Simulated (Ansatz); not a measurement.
Crystal: MnF2.

```
Mn F
1.0
     4.87380    0.00000    0.00000
     0.00000    4.87380    0.00000
     0.00000    0.00000    3.31070
Mn F
2 4
Direct
  0.50000 0.50000 0.50000
  0.00000 0.00000 0.00000
  0.80530 0.19470 0.50000
  0.69470 0.69470 0.00000
  0.19470 0.80530 0.50000
  0.30530 0.30530 0.00000
```

Base run:

| Quantity | Value |
| --- | --- |
| Program | Ansatz 0.2.0 |
| Functional | PBE |
| Potentials or basis | Ansatz PAW |
| Cutoff | 420 eV (not typed: the program's choice for these potentials) |
| k mesh | 5 × 5 × 7 |
| Occupations | fermi-dirac, width 0.05 eV |
| Spin | collinear spin, ferromagnetic start |
| Starting moments | [4.0, 4.0, 0.0, 0.0, 0.0, 0.0] μB |
| Fixed moment | 8 μB |

Its results: pressure -2.5 GPa; site moments Mn +3.42; F +0.05 μB; largest force 0.251 eV/Å.

Q: The run is repeated on the same cell with these changes: fixed moment from 8 μB to 4 μB; moments at the start from [4.0, 4.0, 0.0, 0.0, 0.0, 0.0] to [2.0, 2.0, 0.0, 0.0, 0.0, 0.0]. What comes out?

A: Pressure -7.2 GPa; site moments Mn +1.73; F +0.00 μB; largest force 0.010 eV/Å.

Caveats: the total moment is fixed, so each spin has its own Fermi level; only a ferromagnetic start was run, and an antiferromagnetic order may lie lower in energy; the thresholds are loose for stress.
